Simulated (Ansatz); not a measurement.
Input and command of a calculation in Ansatz (plane waves; scalar-relativistic PAW potentials unless the input names others):

```yaml
crystal:
  lattice:
    - [2.9848398192, 0.0, 0.0]
    - [-1.4924199096, 2.5849471096, 0.0]
    - [0.0, 0.0, 7.319241816]
  atoms:
    - { symbol: Ta, position: [0.0, 0.0, 0.0] }
    - { symbol: Ta, position: [0.3333333333, 0.6666666667, 0.3333333333] }
    - { symbol: Ta, position: [0.6666666667, 0.3333333333, 0.6666666667] }
basis:
  ecutwfc: 420
kpoints:
  mp_grid: { grid: [18, 18, 7] }
hamiltonian:
  xc: pbe
scf:
  occupations: { method: gaussian, width: 0.1 }
  max_iter: 100
output:
  forces: true
  eigenvalues: true
  stress: true
total_charge: -6
```

```bash
ansatz run input.yaml --threads 1 --pin off --max-ram 2560MiB --backend cpu --events-out ev --progress --plain --runs-dir out
```

Abridged log:
```
Basis set: ecut = 420 eV, 1057 PW (Γ), exchange–correlation on 40×40×100 points (8 copies of the dense FFT grid, shifted against one another)
Bands: 27, of which v1, the nominal top of the filled ones, is band 23 counted from 1 (22 counted from 0)
Symmetry: 36 space group operations
k-points: 229 of 2268
SCF iter   1: F=—  HF=-29697.753579 eV  |F-HF|=—  |Δ(HF+E_count)|=         —  Δρ=2.20e-1  dr2=2.96e1  ethr=1.77e-3  ⟨swp⟩=5.7  Hψ=26921  notcnv=0
SCF iter   2: F=—  HF=-29687.463419 eV  |F-HF|=—  |Δ(HF+E_count)|=    1.03e1  Δρ=1.17e-1  dr2=8.62e0  ethr=1.77e-3  ⟨swp⟩=3.4  Hψ=16015  notcnv=0  defer=50
SCF iter   3: F=—  HF=-29683.413510 eV  |F-HF|=—  |Δ(HF+E_count)|=    4.05e0  Δρ=5.54e-3  dr2=8.44e-3  ethr=1.77e-3  ⟨swp⟩=4.1  Hψ=16470  notcnv=0  defer=51
SCF iter   4: F=—  HF=-29683.403079 eV  |F-HF|=—  |Δ(HF+E_count)|=   1.04e-2  Δρ=1.04e-3  dr2=5.84e-4  ethr=1.87e-5  ⟨swp⟩=2.2  Hψ=10542  notcnv=0  defer=45
SCF iter   5: F=—  HF=-29683.402880 eV  |F-HF|=—  |Δ(HF+E_count)|=   1.99e-4  Δρ=2.63e-4  dr2=2.64e-5  ethr=1.30e-6  ⟨swp⟩=2.6  Hψ=10737  notcnv=0  defer=44
SCF iter   6: F=—  HF=-29683.402871 eV  |F-HF|=—  |Δ(HF+E_count)|=   9.52e-6  Δρ=3.97e-5  dr2=6.81e-7  ethr=5.86e-8  ⟨swp⟩=2.3  Hψ=11280  notcnv=0  defer=44
SCF iter   7: F=-29683.402870 eV  HF=-29683.402870 eV  |F-HF|=1.08e-8  |Δ(HF+E_count)|=   1.62e-7  Δρ=6.29e-6  dr2=1.97e-8  ethr=2.22e-10  ⟨swp⟩=7.2  Hψ=27163  notcnv=0
SCF 1 converged in 7 iterations: F = -29683.402870 eV  dr2 = 1.97e-8
SCF converged after 7 iterations
Free energy (F): -29683.402870 eV
Harris-Foulkes:  -29683.402870 eV  (|F-HF|=1.08e-8)
Internal energy: -29683.388596 eV  (E = F + TS)
E sigma→0 (E₀):  -29683.395733 eV
Entropy (-TS):   -0.014274 eV (-4.758 meV/atom)
Fermi energy:    19.686965 eV
--- Forces (eV/Å), atoms counted from 1 ---
  atom   1  Ta     0.00000000     0.00000000     0.00000000
  atom   2  Ta     0.00000000     0.00000000     0.00000000
  atom   3  Ta     0.00000000     0.00000000     0.00000000
--- Stress (GPa, compression-positive) ---
      -87.235190       0.000000       0.000000
        0.000000     -87.235190       0.000000
        0.000000       0.000000     -87.740787
  P = ⅓ Tr σ = -87.4037 GPa (-874.037 kbar)
```

Q: What is wrong with this input?

A: The fault is a net charge on a solid that should be neutral, 6 electrons a cell too many, offset by a uniform background, so that energy and pressure hang on that convention (total_charge: not typed → -6, the first being the value of the sound run). Setting it back cures it. The run converged all the same, with a total energy on another zero, pressure -87.40 GPa (with the neutralising background of the charged cell), largest force 0.000 eV/Å, no gap on the mesh, so convergence alone doesn't show that an input is right. A reference run on usual settings, whose relaxation ended at this geometry, converged, and the end of its own relaxation has pressure 0.03 GPa, largest force 0.000 eV/Å, no gap on the mesh.

Time: 49 s on 1 thread of Intel(R) Xeon(R) Processor @ 2.50GHz (Skylake/Cascade Lake) (shared host), peak memory 0.51 GiB.